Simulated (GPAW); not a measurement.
Crystal: Ta.

```
CELL_PARAMETERS angstrom
-1.65128 1.65128 1.65128
1.65128 -1.65128 1.65128
1.65128 1.65128 -1.65128
ATOMIC_POSITIONS crystal
Ta 0.00000 0.00000 0.00000
```

Base run:

| Property | Result |
| --- | --- |
| Program | GPAW 26.7.0 |
| Functional | PBE |
| Potentials or basis | GPAW PAW data sets (gpaw-data 1.2.1) |
| Cutoff | 600 eV |
| Basis | pw |
| k mesh | 8 × 8 × 8 |
| Occupations | fermi-dirac, width 0.05 eV |
| Spin | spin-orbit coupling, no magnetisation |

Its results: pressure 1.3 GPa.

Task: The run is repeated on the same cell with these changes: functional from PBE to PBEsol; potentials or basis from GPAW PAW data sets (gpaw-data 1.2.1) to PAW data sets generated in the run's folder for this functional. What comes out?

Result: Pressure -5.5 GPa.

Caveats: spin-orbit coupling was added after a scalar SCF, so levels and gaps hold it while energy, forces, pressure and moments don't.
